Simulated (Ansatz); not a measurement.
Which element?

Cell vectors (Å):

```
0.0000 3.2447 3.2447
3.2447 0.0000 3.2447
3.2447 3.2447 0.0000
```

```csv
atom,a,b,c
X,0.0000,0.0000,0.0000
Te,0.7500,0.7500,0.7500
```

All numbers below come from PBEsol, all-electron LAPW in Ansatz 0.2.0, scalar-relativistic. k mesh 6×6×6, fixed occupations.

Harmonic phonons of a crystal by Kohn-Sham DFT at the given cell, standard atomic masses, acoustic sum rule imposed; negative wavenumbers are unstable modes.

```tsv
point	q a (r.l.u.)	q b (r.l.u.)	q c (r.l.u.)	branch	phonon wavenumber (cm⁻¹)
Gamma	0	0	0	4	141.1
L	0.5	0	0	1	28
L	0.5	0	0	3	106.4
L	0.5	0	0	4	143.2
L	0.5	0	0	5	143.8
X	0.5	0.5	0	1	33.9
X	0.5	0.5	0	3	127.3
X	0.5	0.5	0	4	128.2
X	0.5	0.5	0	5	147
```

Problem. All X atoms are one element. Which one was computed?

Solution. Cd; the crystal is CdTe (F-43m).

Limits of these numbers: no LO-TO term at the zone centre.
